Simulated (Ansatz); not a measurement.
Fluorite SrCl2, relaxed with r2SCAN, was run in Ansatz under altered settings. All numbers are computed, without spin polarisation but where a row says otherwise.

```xyz
3
Lattice="0.0000 3.4977 3.4977 3.4977 0.0000 3.4977 3.4977 3.4977 0.0000" Properties=species:S:1:pos:R:3 pbc="T T T"
Sr    0.0000    0.0000    0.0000
Cl    1.7489    1.7489    1.7489
Cl    5.2466    5.2466    5.2466
```

The base run's other keys:
```yaml
kpoints:
  mp_grid: { grid: [4, 4, 4] }
hamiltonian:
  xc: pbe
scf:
  occupations: { method: fixed }
  n_extra_bands: 4
```

It takes 6 iterations with 1687 plane waves at 420 eV and 8 k points, and leaves a mean stress of +0.69 GPa. The gap over this mesh is 5.312 eV. It ran on 4 threads of Intel(R) Xeon(R) Platinum 8175M CPU @ 2.50GHz (Skylake/Cascade Lake) (shared host).

Outcomes, with energy and stress as changes against the base:
```
                                 setting            outcome  ΔF (meV/atom)  Δ mean stress (GPa)  gap on the mesh (eV)  iterations  wall time
   scf.convergence.dr2_threshold: 0.0001  converged, warned            0.0                  0.0                 5.312           6     0.74 s
                      basis.ecutwfc: 300  converged, warned           +7.3                +0.03                 5.311           6     0.46 s
                  hamiltonian.xc: pbesol          converged              –                -2.01                 5.113           6     0.66 s
              hamiltonian.dispersion: d4          converged           -192                -1.10                 5.312           6     0.61 s
scf.occupations: methfessel_paxton 0.001          converged            0.0                 0.00                 5.312           4     0.54 s
            hamiltonian.dispersion: d3bj          converged           -220                -1.27                 5.312           6     0.58 s
                   scf.mixing.beta: 0.05          converged            0.0                 0.00                 5.312           7     0.61 s
         kpoints.mp_grid.grid: [8, 8, 1]  converged, warned          -16.5                -0.69                 5.332           6      0.9 s
 scf.occupations: methfessel_paxton 0.05          converged            0.0                 0.00                 5.312           5     0.59 s
                      basis.ecutwfc: 350  converged, warned           +0.7                 0.00                 5.312           6     0.51 s
                  basis.ecutrho_ratio: 8          converged            0.0                 0.00                 5.312           6     0.73 s
  kpoints.mp_grid.shift: [0.5, 0.5, 0.5]  converged, warned            0.0                 0.00                 5.790           6     0.63 s
  scf.occupations: methfessel_paxton 0.5          converged            0.0                 0.00                 5.312           5     0.58 s
      scf.convergence.dr2_threshold: 1.0  converged, warned            0.0                  0.0                 5.312           6     0.61 s
```
A dash marks a value that wasn't obtained or can't be compared. Stress is positive in compression. Its mean hides that meshes of lower symmetry stress the axes unequally. The base took 0.9 s.

- scf.convergence.dr2_threshold: 0.0001. It converges in 6 iterations, as the base does. Even so loose a threshold leaves the results unchanged here, which can't be counted on. Warned: force scf threshold loose, stress scf threshold loose.
- basis.ecutwfc: 300. 965 plane waves in place of 1687. The free energy moves by +7.3 meV an atom, the mean stress by +0.03 GPa and the gap on the mesh by -0.001 eV (to 5.311). The basis is too small: these are errors of the cutoff. Warned: cutoff below recommended.
- hamiltonian.xc: pbesol. The mean stress moves by -2.01 GPa and the gap on the mesh by -0.198 eV (to 5.113). It's another functional on the same cell, so totals aren't comparable.
- hamiltonian.dispersion: d4. The free energy moves by -192 meV an atom, the mean stress by -1.10 GPa and the gap on the mesh by 0.000 eV (to 5.312). A pairwise correction adds to energy, forces and stress and leaves the bands alone.
- hamiltonian.dispersion: d3bj. The free energy moves by -220 meV an atom, the mean stress by -1.27 GPa and the gap on the mesh by 0.000 eV (to 5.312). A pairwise correction adds to energy, forces and stress and leaves the bands alone.
- kpoints.mp_grid.grid: [8, 8, 1]. The free energy moves by -16.5 meV an atom, the mean stress by -0.69 GPa and the gap on the mesh by +0.020 eV (to 5.332). The mesh breaks the crystal's symmetry, so the stress, and any force that symmetry no longer fixes, lose it too. The mesh is too coarse. Warned: symmetry narrowed by mesh.
- basis.ecutwfc: 350. 1243 plane waves in place of 1687. Energy, stress and gap stay within 1 meV an atom, 0.1 GPa and 0.005 eV of the base. Even this lower cutoff holds these numbers. Warned: cutoff below recommended.
- kpoints.mp_grid.shift: [0.5, 0.5, 0.5]. The free energy moves by 0.0 meV an atom, the mean stress by 0.00 GPa and the gap on the mesh by +0.478 eV (to 5.790). The mesh breaks the crystal's symmetry, so the stress, and any force that symmetry no longer fixes, lose it too. The gap changes mostly because other points are sampled; a mesh that misses a band edge overestimates it. Warned: symmetry narrowed by mesh.
- scf.convergence.dr2_threshold: 1.0. It converges in 6 iterations, as the base does. Even so loose a threshold leaves the results unchanged here, which can't be counted on. Warned: force scf threshold loose, stress scf threshold loose.

Within 1 meV an atom, 0.1 GPa and 0.005 eV of the base stay: scf.convergence.dr2_threshold: 0.0001; scf.occupations: methfessel_paxton 0.001; scf.mixing.beta: 0.05; scf.occupations: methfessel_paxton 0.05; basis.ecutwfc: 350; basis.ecutrho_ratio: 8; scf.occupations: methfessel_paxton 0.5; scf.convergence.dr2_threshold: 1.0.
